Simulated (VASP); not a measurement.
Runs of VASP 6.6.1 on Tl. It takes space group Fm-3m (No. 225, cubic). The conventional cell has a = 4.933 Å, b = 4.933 Å, c = 4.933 Å, α = 90.00°, β = 90.00°, γ = 90.00°. Tl (site symmetry m-3m) is surrounded by 12 Tl at 3.49 Å. This isn't the form of Tl at room conditions, which is hcp.

```csv
task,level,potentials or basis,cell,k mesh,cutoff (eV),smearing,ions in elastic constants,gap on the mesh (eV),pressure (GPa)
single point,PBE,"VASP PAW PBE potentials, release 64 (Tl_d)",as given,9 × 9 × 9,520,fermi-dirac 0.05 eV,-,none,1.1
single point,PBE,"VASP PAW PBE potentials, release 64 (Tl_d)",as given,9 × 9 × 9,520,gaussian 0.05 eV,-,none,1.2
single point,PBE,"VASP PAW PBE potentials, release 64 (Tl_d)",cell strained at random at fixed volume,9 × 9 × 9,520,fermi-dirac 0.05 eV,-,none,1.1
single point,PBE,"VASP PAW PBE potentials, release 64 (Tl)",as given,9 × 9 × 9,500,gaussian 0.05 eV,-,none,(a)
```

Alike in all rows: no spin polarisation.

**Question.** Fill in the values left out.

**Answer.** (a) 1.0.

A k mesh can miss the band edges, and the runs leave out spin-orbit coupling on Tl.

A gap of «none» marks a metal or a gap under the smearing width.

The runs don't all hold the same shells in valence.
